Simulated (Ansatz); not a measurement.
I need a calculation of the dielectric tensor and Born charges of KNbO₃, space group Pm-3m. Use the Ansatz DFT code, driven from Python. Settings: PBE, PAW, cutoff 550 eV, 4×4×4 k-points, fixed occupations.

```
CELL_PARAMETERS angstrom
4.02918 0.00000 0.00000
0.00000 4.02918 0.00000
0.00000 0.00000 4.02918
ATOMIC_POSITIONS crystal
K 0.00000 0.00000 0.00000
Nb 0.50000 0.50000 0.50000
O 0.00000 0.50000 0.50000
O 0.50000 0.00000 0.50000
O 0.50000 0.50000 0.00000
```

`eps_knbo3.py`
```python
"""High-frequency dielectric tensor and Born charges of KNbO3."""

import logging
import sys

import ansatz as az
import numpy as np

logging.basicConfig(stream=sys.stdout, format="[%(levelname)s] %(message)s")
log = logging.getLogger("knbo3")
log.setLevel(logging.INFO)


def main() -> None:
    xtal = (
        az.Lattice.from_parameters(4.029183, 4.029183, 4.029183, alpha=90.0, beta=90.0, gamma=90.0)
        .atom("K", [0.0, 0.0, 0.0])
        .atom("Nb", [0.5, 0.5, 0.5])
        .atom("O", [0.0, 0.5, 0.5])
        .atom("O", [0.5, 0.0, 0.5])
        .atom("O", [0.5, 0.5, 0.0])
    )

    # an insulator: whole occupations
    calc = (
        xtal.calculation()
        .functional("pbe")
        .basis(550)
        .kpoints(4, center="gamma")
        .occupations("fixed")
        .dielectric()
    )
    outcome = calc.run(threads=1)
    response = outcome.dielectric
    eps = np.asarray(response.eps_inf)

    log.info(f"mean eps_inf {np.trace(eps) / 3:.3f}, fraction of exact exchange 1/eps = {3 / np.trace(eps):.3f}")
    print(np.array2string(eps, precision=3, suppress_small=True))
    for index, (site, z) in enumerate(zip(outcome.lattice.sites, response.zstar_e)):
        print("Born charge tensor of", site.symbol, index)
        print(np.round(z, 3) + 0.0)
    log.info(f"charge neutrality missed by {response.zstar_sum_residual_pre_e:.4f} e before the sum rule")


if __name__ == "__main__":
    main()
```

```console
$ python eps_knbo3.py
[INFO] mean eps_inf 6.468, fraction of exact exchange 1/eps = 0.155
[[ 6.468  0.     0.   ]
 [ 0.     6.468 -0.   ]
 [ 0.    -0.     6.468]]
Born charge tensor of K 0
[[1.135 0.    0.   ]
 [0.    1.135 0.   ]
 [0.    0.    1.135]]
Born charge tensor of Nb 1
[[9.661 0.    0.   ]
 [0.    9.661 0.   ]
 [0.    0.    9.661]]
Born charge tensor of O 2
[[-7.356  0.     0.   ]
 [ 0.    -1.72   0.   ]
 [ 0.     0.    -1.72 ]]
Born charge tensor of O 3
[[-1.72   0.     0.   ]
 [ 0.    -7.356  0.   ]
 [ 0.     0.    -1.72 ]]
Born charge tensor of O 4
[[-1.72   0.     0.   ]
 [ 0.    -1.72   0.   ]
 [ 0.     0.    -7.356]]
[INFO] charge neutrality missed by 0.0050 e before the sum rule
```

What to keep in mind:
- No spin polarisation was allowed.
- The Fermi level of a run with fixed occupations marks the highest occupied state on its mesh, not mid-gap.
- This is a high-temperature or high-pressure form, not the ambient phase.
- Pressure is positive in compression.
- The structure comes from a database of computed cells and needn't be a stable or known phase.
- This is the electronic (clamped-ion) response; a semilocal gap that is too small tends to raise it. The typed mesh is that of the SCF; the response is solved on denser meshes that the run picks.
- Timing: 43 s on 1 thread of Arm Neoverse V1, with other jobs on the host, peak memory 0.6 GiB.

(Lines on the test bed's own set-up are left out of the output.)
